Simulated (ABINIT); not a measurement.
# Au (Im-3m) in ABINIT: optical spectrum with PBEsol

Aim: the optical spectrum of Au with PBEsol.

All numbers are computed with ABINIT 10.8.3 (patched build); they aren't measurements. Logs are shortened: lines on timing, memory, paths and dates and some standing lists are left out, and cuts for length are marked. The log counts tension as positive stress, the text compression.

**1. The undisturbed crystal**

It takes space group Im-3m (No. 229, cubic). Conventional cell: a = 3.315 Å, b = 3.315 Å, c = 3.315 Å, α = 90.00°, β = 90.00°, γ = 90.00°. Au (site symmetry m-3m) has 8 Au at 2.87 Å as nearest neighbours.

This isn't the form of Au at room conditions, which is fcc.

**2. Optical spectrum, PBEsol (cell relaxed at zero pressure by an earlier run)**

run.abi reads:

```
ndtset 3

pp_dirpath "./"
pseudos "Au.upf"

acell 3*1.0
rprim
    -3.0604602516     3.0604602516     3.0604602516
     3.0604602516    -3.0604602516     3.0604602516
     3.0604602516     3.0604602516    -3.0604602516
ntypat 1
znucl 79
natom 1
typat 1
chkprim 0
chksymtnons 0
tolsym 1.0e-6
xred
            0.0            0.0            0.0

ecut 38.0
ecutsm 0.5

ngkpt 14 14 14
nshiftk 2
shiftk
     0.2500000000     0.2500000000     0.2500000000
    -0.2500000000    -0.2500000000    -0.2500000000
istwfk *1

ixc -116133

occopt 3
tsmear 0.2 eV

nstep 80

iomode 3
prteig 0
prtebands 0

nband1 14
tolvrs1 1.0e-12
prtden1 1
prtwf1 0
kptopt1 1

iscf2 -3
getden2 1
nband2 26
nbdbuf2 4
tolwfr2 1.0e-12
nstep2 120
prtden2 0
kptopt2 1

optdriver3 8
wfk_task3 "wfk_optics_fullbz"
getwfk3 2
nband3 22
kptopt3 1
prtevk3 1
inclvkb3 2
```

optic.abi reads:

```
&FILES
 ddkfile_1 = 'runo_DS3_1_EVK.nc',
 ddkfile_2 = 'runo_DS3_2_EVK.nc',
 ddkfile_3 = 'runo_DS3_3_EVK.nc',
 wfkfile = 'runo_DS3_WFK.nc'
/
&PARAMETERS
 broadening = 0.001837,
 domega = 0.002,
 maxomega = 0.8,
 scissor = 0.000000,
 tolerance = 0.002
/
&COMPUTATIONS
 num_lin_comp = 1,
 lin_comp = 11,
 num_nonlin_comp = 0
/
```

Potentials or basis: PseudoDojo NC SR PBEsol v0.4.1 standard.

Launch:

```sh
$ abinit run.abi > log 2>&1
$ optic optic.abi > optic.log 2>&1
```

run.abo:

```text
.Version 10.8.3 of ABINIT
 DATASET    1 : space group Im -3 m (#229); Bravais cI (body-center cubic)
================================================================================
 Values of the parameters that define the memory need for DATASET  1.
     intxc =       0    ionmov =       0      iscf =       7    lmnmax =       7
     lnmax =       7     mgfft =      30  mpssoang =       4    mqgrid =    3001
     natom =       1  nloc_mem =       1    nspden =       1   nspinor =       1
    nsppol =       1      nsym =      48    n1xccc =    2501    ntypat =       1
    occopt =       3   xclevel =       2
       mpw =        1304          nfft =       27000          nkpt =         168
================================================================================
================================================================================
[... 13 lines left out ...]
 DATASET    3 : space group Im -3 m (#229); Bravais cI (body-center cubic)
================================================================================
 Values of the parameters that define the memory need for DATASET  3.
     intxc =       0    ionmov =       0      iscf =       7    lmnmax =       7
     lnmax =       7     mgfft =      30  mpssoang =       4    mqgrid =    3001
     natom =       1  nloc_mem =       1    nspden =       1   nspinor =       1
    nsppol =       1      nsym =      48    n1xccc =    2501    ntypat =       1
    occopt =       3   xclevel =       2
       mpw =        1304          nfft =       27000          nkpt =         168
================================================================================
================================================================================

--------------------------------------------------------------------------------
------------- Echo of variables that govern the present computation ------------
--------------------------------------------------------------------------------
 -outvars: echo values of preprocessed input variables --------
            acell      1.0000000000E+00  1.0000000000E+00  1.0000000000E+00 Bohr
              amu      1.96966540E+02
          chkprim           0
      chksymtnons           0
             ecut      3.80000000E+01 Hartree
           ecutsm      5.00000000E-01 Hartree
           getden1          0
           getden2          1
           getden3          0
           getwfk1          0
           getwfk2          0
           getwfk3          2
             iscf1          7
             iscf2         -3
             iscf3          7
              ixc     -116133
           jdtset        1    2    3
                       outvar_i_n : Printing only first  50 k-points.
         kptrlatt       14    0   14      0   14   14    -14  -14    0
          kptrlen      8.56928870E+01
            natom           1
            nband1         14
            nband2         26
            nband3         22
           nbdbuf1          0
           nbdbuf2          4
           nbdbuf3          0
           ndtset           3
            ngfft          30      30      30
             nkpt         168
            nstep1         80
            nstep2        120
            nstep3         80
             nsym          48
           ntypat           1
                       prtocc : prtvol=0, do not print more k-points.
                       prtocc : prtvol=0, do not print more k-points.
                       prtocc : prtvol=0, do not print more k-points.
           occopt           3
        optdriver1          0
        optdriver2          0
        optdriver3          8
           prtden1          1
           prtden2          0
           prtden3          1
        prtebands           0
           prteig           0
           prtevk1          0
           prtevk2          0
           prtevk3          1
            prtwf1          0
            prtwf2          1
            prtwf3          1
            rprim     -3.0604602516E+00  3.0604602516E+00  3.0604602516E+00
                       3.0604602516E+00 -3.0604602516E+00  3.0604602516E+00
                       3.0604602516E+00  3.0604602516E+00 -3.0604602516E+00
           shiftk      5.00000000E-01  5.00000000E-01 -5.00000000E-01
          spgroup         229
           tolsym      1.00000000E-06
           tolvrs1     1.00000000E-12
           tolvrs2     0.00000000E+00
           tolvrs3     0.00000000E+00
           tolwfr1     0.00000000E+00
           tolwfr2     1.00000000E-12
           tolwfr3     0.00000000E+00
           tsmear      7.34986444E-03 Hartree
            typat      1
         wfk_task1          0
         wfk_task2          0
         wfk_task3          7
                       outvars : Printing only first  50 k-points.
            znucl       79.00000

================================================================================

 chkinp: Checking input parameters for consistency, jdtset=   1.

 chkinp: Checking input parameters for consistency, jdtset=   2.
[... 6 lines left out ...]
--- !DatasetInfo
iteration_state: {dtset: 1, }
[... 133 lines left out ...]

-Cartesian components of stress tensor (GPa)         [Pressure=  3.9704E-01 GPa]
- sigma(1 1)= -3.97035650E-01  sigma(3 2)=  0.00000000E+00
- sigma(2 2)= -3.97035650E-01  sigma(3 1)=  0.00000000E+00
- sigma(3 3)= -3.97035650E-01  sigma(2 1)=  0.00000000E+00

================================================================================
== DATASET  2 ==================================================================

--- !DatasetInfo
iteration_state: {dtset: 2, }
dimensions: {natom: 1, nkpt: 168, mband: 26, nsppol: 1, nspinor: 1, nspden: 1, mpw: 1304, }
cutoff_energies: {ecut:  38.0, pawecutdg:  -1.0, }
electrons: {nelect:   1.90000000E+01, charge:   0.00000000E+00, occopt:   3.00000000E+00, tsmear:   7.34986444E-03, }
meta: {optdriver: 0, ionmov: 0, optcell: 0, iscf: -3, paral_kgb: 0, }
...

 mkfilename : getden/=0, take file _DEN from output of DATASET   1.

 Real(R)+Recip(G) space primitive vectors, cartesian coordinates (Bohr,Bohr^-1):
 R(1)= -3.0604603  3.0604603  3.0604603  G(1)=  0.0000000  0.1633741  0.1633741
 R(2)=  3.0604603 -3.0604603  3.0604603  G(2)=  0.1633741  0.0000000  0.1633741
 R(3)=  3.0604603  3.0604603 -3.0604603  G(3)=  0.1633741  0.1633741  0.0000000
 Unit cell volume ucvol=  1.1466219E+02 bohr^3
 Angles (23,13,12)=  1.09471221E+02  1.09471221E+02  1.09471221E+02 degrees

 getcut: wavevector=  0.0000  0.0000  0.0000  ngfft=  30  30  30
         ecut(hartree)=     38.000   => boxcut(ratio)=   2.03947
--------------------------------------------------------------------------------

================================================================================

--- !BeginCycle
iteration_state: {dtset: 2, }
solver: {iscf: -3, nstep: 120, nline: 4, wfoptalg: 0, }
tolerances: {tolwfr: 1.00E-12, }
...

     iter   Etot(hartree)      deltaE(h)  residm     vres2
 Non-SCF case, kpt    1 ( -0.01786 -0.01786  0.05357), residuals and eigenvalues=
  2.09E-13  4.51E-13  3.62E-13  4.56E-13  3.55E-13  8.64E-13  2.88E-13  1.81E-13
  5.26E-13  2.84E-13  4.52E-13  6.73E-13  3.17E-13  6.13E-13  5.26E-13  2.95E-13
  2.84E-13  2.44E-13  9.32E-13  2.36E-13  7.18E-13  6.78E-13  8.98E-13  2.32E-13
  3.82E-13  7.35E-08
 -3.4087E+00 -1.6154E+00 -1.6152E+00 -1.6152E+00  1.1206E-01  2.9560E-01
  2.9560E-01  2.9834E-01  3.6794E-01  3.6794E-01  1.0797E+00  1.0797E+00
  1.0805E+00  1.3356E+00  1.3356E+00  1.3447E+00  1.4294E+00  1.4294E+00
  1.6043E+00  1.6065E+00  1.6065E+00  1.7328E+00  2.0063E+00  2.0087E+00
  2.0087E+00  2.2742E+00
 prteigrs : prtvol=0 or 1, do not print more k-points.

--- !ResultsGS
iteration_state: {dtset: 2, }
comment   : Summary of ground state results
lattice_vectors:
- [ -3.0604603,   3.0604603,   3.0604603, ]
- [  3.0604603,  -3.0604603,   3.0604603, ]
- [  3.0604603,   3.0604603,  -3.0604603, ]
lattice_lengths: [   5.30087,    5.30087,    5.30087, ]
lattice_angles: [109.471, 109.471, 109.471, ] # degrees, (23, 13, 12)
lattice_volume:   1.1466219E+02
convergence: {deltae:  0.000E+00, res2:  0.000E+00, residm:  9.999E-13, diffor:  0.000E+00, }
etotal    :  -1.47422145E+02
entropy   :   0.00000000E+00
fermie    :   4.74187346E-01
cartesian_stress_tensor: null
pressure_GPa: null
xred      :
- [  0.0000E+00,   0.0000E+00,   0.0000E+00, Au]
cartesian_forces: null
force_length_stats: {min: null, max: null, mean: null, }
...

 Integrated electronic density in atomic spheres:
 ------------------------------------------------
 Atom  Sphere_radius  Integrated_density
    1        2.00000         15.54650887
================================================================================

 ----iterations are completed or convergence reached----

 Mean square residual over all n,k,spin=   38.293E-14; max=  99.991E-14
 reduced coordinates (array xred) for    1 atoms
       0.000000000000      0.000000000000      0.000000000000

 cartesian coordinates (angstrom) at end:
    1      0.00000000000000     0.00000000000000     0.00000000000000
 length scales=  1.000000000000  1.000000000000  1.000000000000 bohr
              =  0.529177210544  0.529177210544  0.529177210544 angstroms
 Eigenvalues (hartree) for nkpt= 168  k points:
 kpt#   1, nband= 26, wtk=  0.00146, kpt= -0.0179 -0.0179  0.0536 (reduced coord)
  -3.40872   -1.61536   -1.61520   -1.61520    0.11206    0.29560    0.29560    0.29834
   0.36794    0.36794    1.07970    1.07970    1.08049    1.33558    1.33558    1.34471
   1.42936    1.42936    1.60427    1.60650    1.60650    1.73279    2.00635    2.00867
   2.00867    2.27422
      occupation numbers for kpt#   1
   2.00000    2.00000    2.00000    2.00000    2.00000    2.00000    2.00000    2.00000
   2.00000    2.00000    0.00000    0.00000    0.00000    0.00000    0.00000    0.00000
   0.00000    0.00000    0.00000    0.00000    0.00000    0.00000    0.00000    0.00000
   0.00000    0.00000
 prteigrs : prtvol=0 or 1, do not print more k-points.

--- !EnergyTerms
iteration_state     : {dtset: 2, }
comment             : Components of total free energy in Hartree
kinetic             :  4.25125630623705E+01
hartree             :  2.59194965014123E+01
xc                  : -2.51312888423854E+01
Ewald energy        : -1.07317459407104E+02
psp_core            :  5.33886952705257E+00
local_psp           : -9.11415917579872E+01
non_local_psp       :  2.39859569808227E+00
internal            : -1.47420815218559E+02
'-kT*entropy'       : -1.32962561687489E-03
total_energy        : -1.47422144844176E+02
...

--- !EnergyTermsDC
iteration_state     : {dtset: 2, }
comment             : '"Double-counting" decomposition of free energy'
band_energy         : -1.30255083017396E+01
Ewald energy        : -1.07317459407104E+02
psp_core            :  5.33886952705257E+00
xc_dc               : -3.24167172799781E+01
internal            : -1.47420815461769E+02
'-kT*entropy'       : -1.32962561687489E-03
total_energy_dc     : -1.47422145087386E+02
...

================================================================================
== DATASET  3 ==================================================================

--- !DatasetInfo
iteration_state: {dtset: 3, }
dimensions: {natom: 1, nkpt: 168, mband: 22, nsppol: 1, nspinor: 1, nspden: 1, mpw: 1304, }
cutoff_energies: {ecut:  38.0, pawecutdg:  -1.0, }
electrons: {nelect:   1.90000000E+01, charge:   0.00000000E+00, occopt:   3.00000000E+00, tsmear:   7.34986444E-03, }
meta: {optdriver: 8, wfk_task: 7, }
...

 mkfilename : getwfk/=0, take file _WFK from output of DATASET   2.

--------------------------------------------------------------------------------

 Computation of velocity matrix elements (DDK)

 Parameters extracted from the Abinit header:
    ecut:     38.0
    nkpt:    5488
    mband:   26
    nsppol:  1
    nspinor: 1
    useylm:  0
    inclvkb: 2
    bmin: 1, bmax: 26
    Computing diagonal and off-diagonal matrix elements
    Between band index bmin: 1, bmax: 26

== END DATASET(S) ==============================================================
================================================================================

 -outvars: echo values of variables after computation  --------
            acell      1.0000000000E+00  1.0000000000E+00  1.0000000000E+00 Bohr
           etotal1    -1.4742214509E+02
           etotal2    -1.4742214509E+02
           etotal3     0.0000000000E+00
            fcart1    -0.0000000000E+00 -0.0000000000E+00 -0.0000000000E+00
            fcart3     0.0000000000E+00  0.0000000000E+00  0.0000000000E+00
            rprim     -3.0604602516E+00  3.0604602516E+00  3.0604602516E+00
                       3.0604602516E+00 -3.0604602516E+00  3.0604602516E+00
                       3.0604602516E+00  3.0604602516E+00 -3.0604602516E+00
           strten1    -1.3494967463E-05 -1.3494967463E-05 -1.3494967463E-05
                       0.0000000000E+00  0.0000000000E+00  0.0000000000E+00
           strten3     0.0000000000E+00  0.0000000000E+00  0.0000000000E+00
                       0.0000000000E+00  0.0000000000E+00  0.0000000000E+00
 Calculation completed.
```

It took 4.6 min on 1 thread of Intel Xeon Platinum 8488C (Sapphire Rapids), shared host; peak memory 3.3 GiB.

What came out:

```
Free energy : -4011.5609 eV
Pressure    : 0.4 GPa
```

Dielectric function (mean over the directions given):
```tsv
energy (eV)	real part	imaginary part
0.33	8.63	0.02
1.31	10.22	0.75
2.29	7.99	8.61
3.37	5.30	5.15
4.35	0.86	5.93
5.44	4.43	3.57
6.42	4.06	6.37
7.51	0.87	6.83
8.49	0.09	4.38
9.58	0.60	2.84
10.56	1.20	2.91
11.65	1.03	2.57
12.63	1.27	1.49
13.71	1.64	2.02
14.69	2.01	2.36
15.78	1.25	2.65
16.76	0.73	2.47
17.85	0.40	2.16
18.83	0.26	2.00
19.92	0.66	1.59
```

Caveat: the intraband (Drude) term is left out; spectra need much finer meshes, so this one isn't converged; independent-particle spectra lack excitons.
